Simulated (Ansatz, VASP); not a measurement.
## PC214: VASP beside Ansatz

Wanted: the spread between two codes on one cell, functional and k mesh. The structure shown is the end of the Ansatz relaxation below.

Method: plane waves, with VASP 6.6.1 beside it; single point at LDA, in Ansatz 0.2.0.

### 1. Set-up

The cell holds 215 atoms: 214 C and 1 P. Cell: a = 10.595 Å, b = 10.595 Å, c = 10.595 Å, α = 90.0°, β = 90.0°, γ = 90.0°. It derives from C (C (Fd-3m)). Nearest the centre at fractional (0.375, 0.375, 0.375): P215 at 0.00 Å, C106 at 1.92 Å, C105 at 1.92 Å, C16 at 1.92 Å, C107 at 1.92 Å, C31 at 1.93 Å, C78 at 1.93 Å, C39 at 2.66 Å. The cell carries charge −1.

### 2. Ansatz: relaxation, LDA

Ansatz runs on its default PAW (the set named soft_2) files.

This run makes the geometry at which the two programs are then compared.

The input, input.yaml:

```yaml
crystal:
  lattice:
    - [3.53172937, 0.0, 0.0]
    - [0.0, 3.53172937, 0.0]
    - [0.0, 0.0, 3.53172937]
  atoms:
    - { symbol: C, position: [0.0, 0.0, 0.0] }
    - { symbol: C, position: [0.0, 0.5, 0.5] }
    - { symbol: C, position: [0.5, 0.0, 0.5] }
    - { symbol: C, position: [0.5, 0.5, 0.0] }
    - { symbol: C, position: [0.25, 0.25, 0.25] }
    - { symbol: C, position: [0.25, 0.75, 0.75] }
    - { symbol: C, position: [0.75, 0.25, 0.75] }
    - { symbol: C, position: [0.75, 0.75, 0.25] }
  supercell: [3, 3, 3]
  defects:
    - { vacancy: 108 }
    - { vacancy: 104 }
    - { interstitial: { symbol: P, position: [0.375, 0.375, 0.375] } }
total_charge: -1
basis:
  ecutwfc: 420
  xc_grid: 2
hamiltonian:
  xc: lda
kpoints:
  mp_grid: { grid: [1, 1, 1] }
scf:
  occupations: { method: fermi_dirac, width: 0.01 }
  max_iter: 60
output:
  forces: true
  charged_corrections:
    epsilon: 5.84
    static_epsilon: 5.84
    defect_position: [0.375, 0.375, 0.375]
relax:
  f_tol: 0.01
  max_steps: 80
  random_displacement: { amplitude: 0.05, seed: 5749 }
checkpoint:
  write: "../qm1.relax_smeared.run"
  compress: false
  write_wavefunctions: true
  write_every: 100000
```

Command:

```console
ansatz run input.yaml --threads 12 --pin off --max-ram 56524MiB --backend cuda --events-out ev --progress --plain --runs-dir out
```

Numbers of over 12 decimals in the logs are rounded to 6 here.

Log:

```text
Engine: ansatz 0.2.0, aarch64-unknown-linux-gnu
Pseudopotentials: kind: paw
Pseudopotential: C, paw, valence charge 4, recommended cutoff 420 eV (normal), C.paw.azcp
Pseudopotential: P, paw, valence charge 5, recommended cutoff 420 eV (normal), P.paw.azcp
Functional definition: SPW92
  exchange = slater_x
  correlation = pw_c
[...]
Crystal: 215 atoms, lattice volume = 1189.395 Å³
Basis set: ecut = 420 eV, 23127 PW (Γ), exchange–correlation on 144×144×144 points (8 copies of the dense FFT grid, shifted against one another)
Bands: 646, of which v1, the nominal top of the filled ones, is band 431 counted from 1 (430 counted from 0)
Symmetry: 1 space group operations
k-points: 1
Non-local potential: C, projectors of the file, l = 0: 2, l = 1: 2, l = 2: 1
Non-local potential: P, projectors of the file, l = 0: 2, l = 1: 2, l = 2: 2
PAW form: soft (Blöchl's): semilocal exchange-correlation on the pseudo side does not see the compensation charge
PAW frozen core: C, regenerated for the run's functional, and the local potential with it (the file was generated under x = pbe(κ = 0.804, μ = 0.219515), c = pbe(β = 0.066725))
PAW frozen core: P, regenerated for the run's functional, and the local potential with it (the file was generated under x = pbe(κ = 0.804, μ = 0.219515), c = pbe(β = 0.066725))
PAW one-centre angular grid: C, 110 points (default); XC on 64 Gauss nodes
PAW one-centre angular grid: P, 110 points (default); XC on 64 Gauss nodes
Initial density: superposition of atomic densities (neutral atoms scaled as one to the charged cell's electrons: chi_scale 0, normalization atom), corrected by the library's trained network
Initial wavefunctions: pseudopotential atomic-orbital guess
[...]
Functional: x = slater, c = lda
SCF iter   1: F=—  HF=-52691.292046 eV  |F-HF|=—  |Δ(HF+E_count)|=         —  Δρ=8.97e-3  dr2=1.10e0  ethr=1.77e-3  ⟨swp⟩=5.0  Hψ=2633  notcnv=0  defer=132
preconditioner: auto → Resta (q_TF=auto, 2.586 Å⁻¹)  ε∞=4.4  [insulator: Δε(μ)=2.576 eV  Ē_g=17.027 eV  σ=0.010 eV  W_gap=1.00  n_scr=364 (ndim 8)  ℏωp=31.6 eV  f_vac=0.000  D(μ)=0.00/eV (n_scr^D=0)  ε∞_Penn≈4.4]
SCF iter   2: F=—  HF=-52691.062977 eV  |F-HF|=—  |Δ(HF+E_count)|=   2.29e-1  Δρ=4.91e-3  dr2=1.94e-1  ethr=1.27e-4  ⟨swp⟩=2.0  Hψ=797  notcnv=0  defer=208
[...]
SCF iter   6: F=-52691.006713 eV  HF=-52691.006714 eV  |F-HF|=4.49e-7  |Δ(HF+E_count)|=   8.34e-7  Δρ=1.03e-5  dr2=9.21e-7  ethr=2.90e-10  ⟨swp⟩=4.0  Hψ=1565  notcnv=0
SCF 1 converged in 6 iterations: F = -52691.006713 eV  dr2 = 9.21e-7
  greatest PAW one-centre occupation: 0.731 electrons in one spin orbital (limit 2), on the P atom at site 214 (counted from 0), in its partial waves of l = 0
relax step   1: F+E_penalty+E_count = -52691.00671322 eV  Δ(F+E_penalty+E_count) = +0.000e0 eV  max|allowed force component| = 5.447e0 eV/Å  Δτ_max = 0.0000 Å  (6 SCF iters, dr2 threshold 2.50e-6 eV, accepted)
[...]
relax step   2: F+E_penalty+E_count = -52702.62345323 eV  Δ(F+E_penalty+E_count) = -1.162e1 eV  max|allowed force component| = 1.944e0 eV/Å  Δτ_max = 0.1456 Å  (5 SCF iters, dr2 threshold 1.00e-4 eV, accepted)
[...]
relax step   3: F+E_penalty+E_count = -52705.35138328 eV  Δ(F+E_penalty+E_count) = -2.728e0 eV  max|allowed force component| = 1.391e-1 eV/Å  Δτ_max = 0.0481 Å  (5 SCF iters, dr2 threshold 1.00e-4 eV, accepted)
[...]
relax step   4: F+E_penalty+E_count = -52705.35661413 eV  Δ(F+E_penalty+E_count) = -5.231e-3 eV  max|allowed force component| = 2.082e-2 eV/Å  Δτ_max = 0.0052 Å  (4 SCF iters, dr2 threshold 1.21e-6 eV, accepted)
[...]
relax step   5: F+E_penalty+E_count = -52705.35670802 eV  Δ(F+E_penalty+E_count) = -9.390e-5 eV  max|allowed force component| = 8.975e-4 eV/Å  Δτ_max = 0.0008 Å  (4 SCF iters, accepted)
[...]
SCF converged after 4 iterations
[...]
- { symbol: C, position: [0.916958, 0.250053, 0.416712] }
    - { symbol: C, position: [0.666714, -0.00101675, 0.666498] }
    - { symbol: C, position: [0.667059, 0.166291, 0.833159] }
    - { symbol: C, position: [0.833513, -0.000141024, 0.833297] }
    - { symbol: C, position: [0.833375, 0.166291, 0.666842] }
    - { symbol: C, position: [0.750078, 0.082798, 0.749862] }
    - { symbol: C, position: [0.750760, 0.249839, 0.916107] }
    - { symbol: C, position: [0.917138, 0.083442, 0.916922] }
    - { symbol: C, position: [0.916323, 0.249839, 0.750544] }
    - { symbol: C, position: [0.667922, 0.333157, -0.00147339] }
    - { symbol: C, position: [0.668529, 0.500121, 0.164287] }
    - { symbol: C, position: [0.834054, 0.333480, 0.166326] }
    - { symbol: C, position: [0.833644, 0.500128, -0.00100796] }
    - { symbol: C, position: [0.751224, 0.416809, 0.081829] }
    - { symbol: C, position: [0.750120, 0.583279, 0.248899] }
    - { symbol: C, position: [0.916959, 0.416927, 0.249838] }
    - { symbol: C, position: [0.916592, 0.583676, 0.082693] }
    - { symbol: C, position: [0.666920, 0.332778, 0.332563] }
    - { symbol: C, position: [0.663803, 0.497942, 0.497726] }
    - { symbol: C, position: [0.833009, 0.333039, 0.499697] }
    - { symbol: C, position: [0.833008, 0.499913, 0.332824] }
    - { symbol: C, position: [0.749381, 0.415960, 0.415744] }
    - { symbol: C, position: [0.748078, 0.582087, 0.581871] }
    - { symbol: C, position: [0.915913, 0.416487, 0.583210] }
[...]
- { symbol: C, position: [0.665555, 0.665555, 0.665339] }
    - { symbol: C, position: [0.666525, 0.832829, 0.832613] }
    - { symbol: C, position: [0.832829, 0.666525, 0.832613] }
    - { symbol: C, position: [0.832829, 0.832829, 0.666309] }
    - { symbol: C, position: [0.749340, 0.749340, 0.749124] }
    - { symbol: C, position: [0.750108, 0.916454, 0.916238] }
    - { symbol: C, position: [0.916454, 0.750108, 0.916238] }
    - { symbol: C, position: [0.916454, 0.916454, 0.749892] }
    - { symbol: P, position: [0.374984, 0.374986, 0.374768] }
```

The column dr2 measures how far the density is from self-consistency, as an energy; F and HF (Harris–Foulkes) agree once it is small.

### 3. VASP: single point, LDA

The same cell, functional (in two slightly different forms), mesh and smearing now go to VASP, with its own data sets.

Lines of VASP's logs that name or quote its potential files are left out, and so is its time.

The input, INCAR:

```
SYSTEM = PC214
PREC = Accurate
ENCUT = 520
EDIFF = 1E-06
NELM = 120
ISMEAR = -1
SIGMA = 0.01
LREAL = Auto
ALGO = Normal
GGA = CA
NELECT = 862
NBANDS = 581
LORBIT = 11
LWAVE = .FALSE.
LCHARG = .FALSE.
ISIF = 2
LASPH = .TRUE.
GGA_COMPAT = .FALSE.
EFERMI = MIDGAP
```

The input, POSCAR:

```
PC214
1.0
   10.5951881100      0.0000000000      0.0000000000
    0.0000000000     10.5951881100      0.0000000000
    0.0000000000      0.0000000000     10.5951881100
C P
214 1
Direct
    0.0006280000      0.0006280000      0.0004120000
    0.0018900000      0.1678800000      0.1676600000
[... 3 atom lines left out ...]
    0.0861700000      0.2520300000      0.2518100000
    0.2520200000      0.0861600000      0.2518100000
    0.2520300000      0.2520200000      0.0859500000
[... 3 atom lines left out ...]
    0.1706200000      0.1706200000      0.3358200000
[... 3 atom lines left out ...]
    0.2520200000      0.2520200000      0.4268700000
[... 10 atom lines left out ...]
    0.1706200000      0.3360400000      0.1704100000
[... 3 atom lines left out ...]
    0.2520300000      0.4270900000      0.2518100000
[... 1 atom line left out ...]
    0.0005870000      0.3340100000      0.3337900000
[... 1 atom line left out ...]
    0.1640700000      0.3327100000      0.5039400000
    0.1640700000      0.5041600000      0.3324900000
    0.0830500000      0.4171900000      0.4169700000
[... 1 atom line left out ...]
    0.2458100000      0.4172600000      0.5856800000
    0.2458000000      0.5859000000      0.4170400000
[... 3 atom lines left out ...]
    0.1645000000      0.5001200000      0.6683100000
[... 29 atom lines left out ...]
    0.3360400000      0.1706200000      0.1704000000
[... 3 atom lines left out ...]
    0.4270900000      0.2520200000      0.2518100000
[... 2 atom lines left out ...]
    0.3340100000      0.0005870000      0.3337900000
    0.3327100000      0.1640700000      0.5039400000
[... 1 atom line left out ...]
    0.5041600000      0.1640700000      0.3324900000
    0.4171900000      0.0830500000      0.4169700000
    0.4172600000      0.2458000000      0.5856800000
[... 1 atom line left out ...]
    0.5859000000      0.2458100000      0.4170400000
[... 3 atom lines left out ...]
    0.5001200000      0.1645000000      0.6683100000
[... 4 atom lines left out ...]
    0.3340100000      0.3340100000      0.0003710000
    0.3327100000      0.5041600000      0.1638500000
    0.5041600000      0.3327100000      0.1638500000
[... 1 atom line left out ...]
    0.4171900000      0.4171900000      0.0828300000
    0.4172600000      0.5859000000      0.2455900000
    0.5859000000      0.4172600000      0.2455900000
[... 1 atom line left out ...]
    0.3228800000      0.4979400000      0.4977300000
    0.4979400000      0.3228800000      0.4977300000
    0.4979400000      0.4979400000      0.3226600000
    0.4139300000      0.5793500000      0.5791300000
    0.5793500000      0.4139300000      0.5791300000
    0.5793500000      0.5793500000      0.4137100000
    0.3327800000      0.3327800000      0.6667000000
[... 2 atom lines left out ...]
    0.4979400000      0.4979400000      0.6635900000
    0.4159600000      0.4159600000      0.7491600000
[... 11 atom lines left out ...]
    0.3327800000      0.6669200000      0.3325600000
[... 1 atom line left out ...]
    0.4979400000      0.6638000000      0.4977300000
[... 1 atom line left out ...]
    0.4159600000      0.7493800000      0.4157400000
[... 43 atom lines left out ...]
    0.6669200000      0.3327800000      0.3325600000
    0.6638000000      0.4979400000      0.4977300000
[... 2 atom lines left out ...]
    0.7493800000      0.4159600000      0.4157400000
[... 35 atom lines left out ...]
    0.3749800000      0.3749900000      0.3747700000
```

The input, KPOINTS:

```
Automatic mesh
0
Gamma
1 1 1
0 0 0
```

The projector-augmented-wave data sets are C and P (LDA family, release 64).

Command:

```console
export OMP_NUM_THREADS=3
mpirun -np 1 vasp_gam
```

Log:

```text
[banner, memory and clock lines left out]
running    1 mpi-ranks, on    1 nodes
[...]
Offloading initialized ...    1 GPUs detected
[...]
LDA part: xc-table for (Slater(with rela. corr.)+CA(PZ))
 , standard interpolation
 POSCAR, INCAR and KPOINTS ok, starting setup
[...]
entering main loop
       N       E                     dE             d eps       ncg     rms          rms(c)
DAV:   1     0.595867371927E+04    0.59587E+04   -0.52824E+05  1162   0.155E+03
DAV:   2    -0.166530077138E+04   -0.76240E+04   -0.71427E+04  1527   0.355E+02
DAV:   3    -0.223597494519E+04   -0.57067E+03   -0.56407E+03  1452   0.927E+01
DAV:   4    -0.224999352411E+04   -0.14019E+02   -0.13955E+02  1452   0.158E+01
DAV:   5    -0.225032089210E+04   -0.32737E+00   -0.32664E+00  1452   0.230E+00BRMIX: very serious problems
 the old and the new charge density differ
 old charge density:   861.00000 new  862.00000
    0.623E+01
DAV:   6    -0.217894706616E+04    0.71374E+02   -0.54588E+01  1364   0.879E+00    0.361E+01
DAV:   7    -0.215484195739E+04    0.24105E+02   -0.64131E+01  1348   0.958E+00    0.781E+00
DAV:   8    -0.215478085505E+04    0.61102E-01   -0.23413E+00  1412   0.195E+00    0.238E+00
DAV:   9    -0.215477467429E+04    0.61808E-02   -0.11265E-01  1428   0.473E-01    0.375E-01
DAV:  10    -0.215477398867E+04    0.68562E-03   -0.82211E-03  1420   0.128E-01    0.129E-01
DAV:  11    -0.215477401843E+04   -0.29755E-04   -0.99530E-04  1476   0.494E-02    0.448E-02
DAV:  12    -0.215477403569E+04   -0.17265E-04   -0.15697E-04  1436   0.173E-02    0.298E-02
DAV:  13    -0.215477403695E+04   -0.12607E-05   -0.18424E-05  1436   0.664E-03    0.118E-02
DAV:  14    -0.215477403650E+04    0.45265E-06   -0.42819E-06  1252   0.280E-03
   1 F= -.21547740E+04 E0= -.21547740E+04  d E =0.000000E+00
```

From OUTCAR (step 3):

```text
  FREE ENERGIE OF THE ION-ELECTRON SYSTEM (eV)
  ---------------------------------------------------
  free  energy   TOTEN  =     -2154.7740365021 eV

  energy  without entropy=    -2154.7740365021  energy(sigma->0) =    -2154.77403650
```

The run ends at a pressure of 4.33 GPa, with forces up to 0.062 eV/Å.

### 4. Side by side

Known differences besides the potentials themselves: the two LDA forms differ slightly; the cutoff is 420 eV in Ansatz and 520 eV in VASP (PREC = Accurate, projectors in real space); VASP's log shows a relativistic correction to its local exchange, Ansatz's none. Total energies have different zeros and are not compared.

The two programs side by side:

| quantity | Ansatz | VASP | difference |
| --- | --- | --- | --- |
| gap on the k mesh (eV) | 3.517 | 3.508 | +0.008 |

At this near-relaxed geometry the largest component of a force difference is 40 meV/Å. A gap on the mesh is an upper bound, since the band edges may lie between its points. The cell carries a charge of -1 e against a uniform background, so its pressure also hangs on how the neutralising background is counted, and in a defect's cell a gap may be the spacing between its levels.

### 5. What came out

- difference in gap on the k mesh (single point, LDA): 0.0085 eV
- r.m.s. force difference (single point, LDA): 7.2 meV/Å

The r.m.s. force difference is 7.2 meV/Å (single point, LDA), within the 12 meV/Å picked in this series as the mark of a large difference. Such differences can come from data sets, numerical settings and the points named under the comparisons, not from the functional's error against experiment.

[Lines on the potential files, build, host, timing and source positions are cut from VASP's logs without a mark.]

[Logs are printed without paths, hosts, clocks, repeated set-up lines and the standing remarks that a program may print on its own settings, such as how far it seeks lower states.]

[Hosts, paths, dates, database ids (printed as entryN), source tags and the programs' standing remarks are cut or masked in the printed files.]
